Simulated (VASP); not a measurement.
# ZnS: training a machine-learned force field on the fly

ZnS, F-43m (no. 216), 24 atoms in the cell. PBE, on-the-fly training of a machine-learned force field; PAW potentials Zn, S (PBE set).

Ensemble: NpT; Target temperature (K): 210; Final target temperature (K): 910.

## Input

INCAR.step1:
```
SYSTEM = ZnS
GGA = PE
PREC = Normal
ENCUT = 360
EDIFF = 1E-5
NELM = 60
ALGO = Normal
LREAL = Auto
LASPH = .True.
ISMEAR = 0
SIGMA = 0.05
ISYM = 0
LWAVE = .False.
LCHARG = .False.
IBRION = 0
NSW = 4000
POTIM = 2.0
TEBEG = 210
TEEND = 910
MDALGO = 3
ISIF = 3
LANGEVIN_GAMMA = 10 10
LANGEVIN_GAMMA_L = 10
PMASS = 100
RANDOM_SEED = 596058 0 0
ML_LMLFF = .True.
ML_MODE = train
KPAR = 4
NCORE = 2
```

INCAR.step2:
```
SYSTEM = ZnS
GGA = PE
PREC = Normal
ENCUT = 360
EDIFF = 1E-5
NELM = 60
ALGO = Normal
LREAL = Auto
LASPH = .True.
ISMEAR = 0
SIGMA = 0.05
ISYM = 0
LWAVE = .False.
LCHARG = .False.
ML_LMLFF = .True.
ML_MODE = refit
KPAR = 4
NCORE = 2
```

KPOINTS:
```
k-points
0
Monkhorst-Pack
  2 2 2
```

POSCAR:
```
ZnS
1.0
    0.0000000000      5.4040000000      5.4040000000
    5.4040000000      0.0000000000      5.4040000000
    8.1060000000      8.1060000000      0.0000000000
Zn S
12 12
Direct
    0.3750000000      0.3750000000      0.2500000000
    0.3750000000      0.3750000000      0.5833333333
    0.3750000000      0.3750000000      0.9166666667
    0.3750000000      0.8750000000      0.2500000000
    0.3750000000      0.8750000000      0.5833333333
    0.3750000000      0.8750000000      0.9166666667
    0.8750000000      0.3750000000      0.2500000000
    0.8750000000      0.3750000000      0.5833333333
    0.8750000000      0.3750000000      0.9166666667
    0.8750000000      0.8750000000      0.2500000000
    0.8750000000      0.8750000000      0.5833333333
    0.8750000000      0.8750000000      0.9166666667
    0.0000000000      0.0000000000      0.0000000000
    0.0000000000      0.0000000000      0.3333333333
    0.0000000000      0.0000000000      0.6666666667
    0.0000000000      0.5000000000      0.0000000000
    0.0000000000      0.5000000000      0.3333333333
    0.0000000000      0.5000000000      0.6666666667
    0.5000000000      0.0000000000      0.0000000000
    0.5000000000      0.0000000000      0.3333333333
    0.5000000000      0.0000000000      0.6666666667
    0.5000000000      0.5000000000      0.0000000000
    0.5000000000      0.5000000000      0.3333333333
    0.5000000000      0.5000000000      0.6666666667
```

Commands (each step's output is kept before the next begins):
```
cat potpaw_PBE.64/Zn/POTCAR potpaw_PBE.64/S/POTCAR > POTCAR
cp INCAR.step1 INCAR
mpirun -np 8 vasp_std > vasp.out
cp ML_ABN ../ML_AB1
cp ML_FFN ../ML_FFB
cp ML_ABN ML_AB
cp INCAR.step2 INCAR
mpirun -np 8 vasp_std > vasp.out
cp ML_FFN ../ML_FF
```

## Result

- Force error on the training data (eV/Å): 0.0160
- Energy error on the training data (eV/atom): 0.00083
- Steps with first-principles forces: 22
- Steps in all: 4000

Stages of the training:

| From (K) | To (K) | Steps | With first-principles forces | Force error (eV/Å) |
|---|---|---|---|---|
| 210 | 910 | 4000 | 22 | 0.0185 |

The force field was trained in 4000 steps, 22 of them with a first-principles calculation.

VASP 6.6.1 took 476 s on 8 cores (Intel Xeon Platinum 8488C (Sapphire Rapids)), a shared host.
